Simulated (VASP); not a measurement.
# Ir (Fm-3m) in VASP: notebook

One crystal, Ir, is run at these levels: PBE+D3(BJ); tasks: relaxation of the atoms.

Everything below comes from runs of VASP 6.6.1. Logs are shortened: lines on timing, memory, paths and dates and some standing lists are left out, and cuts for length are marked.

**1. Starting point**

The structure is cubic, space group Fm-3m (No. 225). The conventional cell has a = 3.844 Å, b = 3.844 Å, c = 3.844 Å, α = 90.00°, β = 90.00°, γ = 90.00°. Ir (site symmetry m-3m) has 12 Ir at 2.72 Å as nearest neighbours.

**2. Relaxation of the atoms, PBE+D3(BJ) (a relaxed cell with its volume scaled by 0.96)**

Contents of INCAR:

```
PREC     = Accurate       # precision mode
ENCUT    = 600            # plane-wave cutoff, eV
EDIFF    = 1E-7           # SCF threshold, eV
ISMEAR   = 1              # smearing method
SIGMA    = 0.1            # smearing width, eV
LREAL    = F              # projectors in reciprocal space
LASPH    = T              # aspherical terms in the spheres
NELM     = 80             # most SCF steps
ALGO     = Normal         # electronic algorithm
ISIF     = 2              # what is computed and relaxed
LWAVE    = F              # write WAVECAR
LCHARG   = F              # write CHGCAR
GGA      = PE             # functional
IVDW     = 12             # dispersion correction
IBRION   = 2              # ionic algorithm
NSW      = 40             # ionic steps
EDIFFG   = -0.01          # ionic threshold
```

Contents of KPOINTS:

```
Automatic mesh
0
Gamma
  16 16 16
```

Contents of POSCAR:

```
Ir                                      
1.0
    0.0000000000      1.8959851284      1.8959851284
    1.8959851284      0.0000000000      1.8959851284
    1.8959851284      1.8959851284      0.0000000000
  Ir            
     1
Direct
     0.0000000000000000    0.0000000000000000    0.0000000000000000
```

Potentials or basis: VASP PAW PBE potentials, release 64 (Ir).

Launch:

```
cat potpaw_PBE.64/Ir/POTCAR > POTCAR
mpirun -np 1 vasp_std > vasp.out
```

OUTCAR:

```text
PREC = Accurate
   ENCUT = 600
   EDIFF = 1E-7
   ISMEAR = 1
   LREAL = F
   LASPH = T
   NELM = 80
   ISIF = 2
   GGA = PE
   IVDW = 12
   IBRION = 2
   NSW = 40
   EDIFFG = -0.01
 IVDW          = 12

 ion  position               nearest neighbor table
   1  0.000  0.000  0.000-

  LATTYP: Found a face centered cubic cell.
 ALAT       =     3.7919702568

  Lattice vectors:

 A1 = (   0.0000000000,   1.8959851284,   1.8959851284)
 A2 = (   1.8959851284,   0.0000000000,   1.8959851284)
 A3 = (   1.8959851284,   1.8959851284,   0.0000000000)

Analysis of symmetry for initial positions (statically):
=====================================================================
 Subroutine PRICEL returns:
 Original cell was already a primitive cell.

 Routine SETGRP: Setting up the symmetry group for a
 face centered cubic supercell.

 Subroutine GETGRP returns: Found 48 space group operations
 (whereof 48 operations were pure point group operations)
 out of a pool of 48 trial point group operations.

The static configuration has the point symmetry O_h .

Analysis of symmetry for dynamics (positions and initial velocities):
=====================================================================
 Subroutine PRICEL returns:
 Original cell was already a primitive cell.

 Routine SETGRP: Setting up the symmetry group for a
 face centered cubic supercell.

 Subroutine GETGRP returns: Found 48 space group operations
 (whereof 48 operations were pure point group operations)
 out of a pool of 48 trial point group operations.

The dynamic configuration has the point symmetry O_h .

 Subroutine INISYM returns: Found 48 space group operations
 (whereof 48 operations are pure point group operations),
 and found     1 'primitive' translations

----------------------------------------------------------------------------------------

                                     Primitive cell

  volume of cell :      13.6312

  direct lattice vectors                    reciprocal lattice vectors
     0.000000000  1.895985128  1.895985128    -0.263715149  0.263715149  0.263715149
     1.895985128  0.000000000  1.895985128     0.263715149 -0.263715149  0.263715149
     1.895985128  1.895985128  0.000000000     0.263715149  0.263715149 -0.263715149

  length of vectors
     2.681327883  2.681327883  2.681327883     0.456768036  0.456768036  0.456768036

[... 83 lines left out ...]
   NFREE  =      1    steps in history (QN), initial steepest desc. (CG)
   ISIF   =      2    stress and relaxation
   ISYM   =      2    0-nonsym 1-usesym 2-fastsym
   POTIM  = 0.5000    time-step for ionic-motion
   TEBEG  =    0.0;   TEEND  =   0.0 temperature during run
   PSTRESS=    0.0 pullay stress
   NELECT =       9.0000    total number of electrons
   NUPDOWN=      -1.0000    fix difference up-down
   EMIN   =  10.00;   EMAX   =-10.00  energy-range for DOS
   EFERMI =   0.00;   METHOD = LEGACY
   ISMEAR =     1;   SIGMA  =   0.10  broadening in eV -4-tet -1-fermi 0-gaus
   EFERMI_NEDOS =   21; number of points for ismear=-14 and -15
   IALGO  =     38    algorithm
   IMIX   =      4    mixing-type and parameters
     AMIX     =   0.40;   BMIX     =  1.00
     AMIX_MAG =   1.60;   BMIX_MAG =  1.00
  volume/ion in A,a.u.               =      13.63        91.99
  Fermi-wavevector in a.u.,A,eV,Ry     =   1.425533  2.693868 27.649019  2.032146
  Thomas-Fermi vector in A             =   2.545907
   LORBIT       =      0    0 simple, 1 ext, 2 COOP (PROOUT), +10 PAW based schemes
   GGA     = PE    functional components
   LHFCALC =     F    Hartree Fock is set to
   AEXX    =    0.0000 exact exchange contribution
   IVDW    =    12    specifies the selected vdW correction
   LEPSILON=     F    determine dielectric tensor
   LRPA    =     F    only Hartree local field effects (RPA)
 conjugate gradient relaxation of ions
 non-spin polarized calculation
 Methfessel and Paxton  Order N= 1 SIGMA  =   0.10
  energy-cutoff  :      600.00
  volume of cell :       13.63
 maximum number of plane-waves:       469
 NGX is ok and might be reduce to    24
   NGX = 11   NGY = 11   NGZ = 11

 number of electron       9.0000000 magnetization

 Free energy of the ion-electron system (eV)
  ---------------------------------------------------
  ext. energy  EPLUGINS =         0.00000000
  ---------------------------------------------------
  free energy    TOTEN  =        -8.77217381 eV

  energy without entropy =       -8.77184831  energy(sigma->0) =       -8.77206531

 E-fermi :  11.0652     XC(G=0): -14.2088

 val. band max:       11.0633426049   @ k =   0.3750   0.0625   0.0000
 cond. band min:      11.0659311885   @ k =   0.3125   0.2500   0.0625
 fundamental gap:      0.0025885836
 Fermi energy:        11.0651559857

 k-point     1 :       0.0000    0.0000    0.0000
  band No.  band energies     occupation
      1      -0.4615      2.00000
      2       6.9577      2.00000
      3       6.9577      2.00000
      4       6.9577      2.00000
      5       9.8124      2.00000
      6       9.8124      2.00000
      7      25.3061      0.00000
      8      31.1186      0.00000
[... 243 lines left out ...]
 k-point    24 :      -0.0625    0.0625    0.0000
  band No.  band energies     occupation
      1       0.0137      2.00000
      2       6.6799      2.00000
      3       7.1476      2.00000
      4       7.2041      2.00000
      5       9.5351      2.00000
      6       9.8382      2.00000
      7      26.1296      0.00000
      8      29.3637      0.00000

 [... further k-points ...]

------------------------ aborting loop because EDIFF is reached ----------------------------------------

 Edisp (eV)   -0.76403

 E8    (eV) :    -0.3565

  FORCE on cell =-STRESS in cart. coord.  units (eV):
  Direction    XX          YY          ZZ          XY          YZ          ZX
  --------------------------------------------------------------------------------------
  -------------------------------------------------------------------------------------
  Total       1.44070     1.44070     1.44070    -0.00000    -0.00000    -0.00000
  in kB     169.33648   169.33648   169.33648    -0.00000    -0.00000    -0.00000
  external pressure =      169.34 kB  Pullay stress =        0.00 kB

 VOLUME and BASIS-vectors are now :
 -----------------------------------------------------------------------------
  energy-cutoff  :      600.00
  volume of cell :       13.63
      direct lattice vectors                 reciprocal lattice vectors
     0.000000000  1.895985128  1.895985128    -0.263715149  0.263715149  0.263715149
     1.895985128  0.000000000  1.895985128     0.263715149 -0.263715149  0.263715149
     1.895985128  1.895985128  0.000000000     0.263715149  0.263715149 -0.263715149

 POSITION                                       TOTAL-FORCE (eV/Angst)
 -----------------------------------------------------------------------------------
      0.00000      0.00000      0.00000         0.000000      0.000000      0.000000
 -----------------------------------------------------------------------------------
    total drift:                               -0.000000     -0.000000      0.000000

  FREE ENERGIE OF THE ION-ELECTRON SYSTEM (eV)
  ---------------------------------------------------
  free  energy   TOTEN  =        -9.5362069002 eV

  energy  without entropy=       -9.5358813985  energy(sigma->0) =       -9.53609840

 reached required accuracy - stopping structural energy minimisation
```

Run time: 11 s. Hardware: 1 thread of AMD EPYC 9R45 (Zen 5), shared host; peak memory 0.14 GiB.

What came out:

```yaml
Free_energy: -9.5362 eV
Pressure_after_relaxing: 16.9 GPa
Band_gap_on_the_k_mesh: none (metal or under the smearing width)
Dispersion_energy_per_atom: -0.764 eV
```

Final structure:
```
Ir
1.0
     0.00000    1.89599    1.89599
     1.89599    0.00000    1.89599
     1.89599    1.89599    0.00000
Ir
1
Direct
  0.00000 0.00000 0.00000
```

Caveat: the relaxation stopped at its first step, so nothing moved; pairwise dispersion overbinds metals, which lowers pressure and volume.

**3. Relaxation of the atoms, PBE+D3(BJ) (a relaxed cell with its volume scaled by 0.98)**

INCAR is that of step 2.

KPOINTS is that of step 2.

Contents of POSCAR:

```
Ir                                      
1.0
    0.0000000000      1.9090613012      1.9090613012
    1.9090613012      0.0000000000      1.9090613012
    1.9090613012      1.9090613012      0.0000000000
  Ir            
     1
Direct
     0.0000000000000000    0.0000000000000000    0.0000000000000000
```

Potentials or basis: VASP PAW PBE potentials, release 64 (Ir).

Launch:

```
cat potpaw_PBE.64/Ir/POTCAR > POTCAR
mpirun -np 1 vasp_std > vasp.out
```

Run time: 11 s. Hardware: 1 thread of AMD EPYC 9R45 (Zen 5), shared host; peak memory 0.14 GiB.

It converged, with:

| Item | Value |
| --- | --- |
| Free energy | -9.5580 eV |
| Pressure after relaxing | 7.9 GPa |
| Band gap on the k mesh | none (metal or under the smearing width) |
| Dispersion energy per atom | -0.748 eV |

Final structure:
```
Ir
1.0
     0.00000    1.90906    1.90906
     1.90906    0.00000    1.90906
     1.90906    1.90906    0.00000
Ir
1
Direct
  0.00000 0.00000 0.00000
```

Levels at points of the mesh, in eV from the Fermi level:
```tsv
k point	band 1	band 2	band 3	band 4	band 5	band 6	band 7	band 8
(0.00, 0.00, 0.00)	-11.30	-3.98	-3.98	-3.98	-1.22	-1.22	14.29	19.98
(0.50, 0.00, 0.00)	-8.27	-4.09	-4.09	-0.80	0.94	0.94	7.45	13.84
(0.50, 0.50, 0.00)	-8.10	-7.52	0.90	1.53	1.53	1.70	10.75	11.79
```

Caveat: the relaxation stopped at its first step, so nothing moved; pairwise dispersion overbinds metals, which lowers pressure and volume. Spin-orbit coupling is left out, which matters for the levels of Ir.

[end of part 1 of 2]
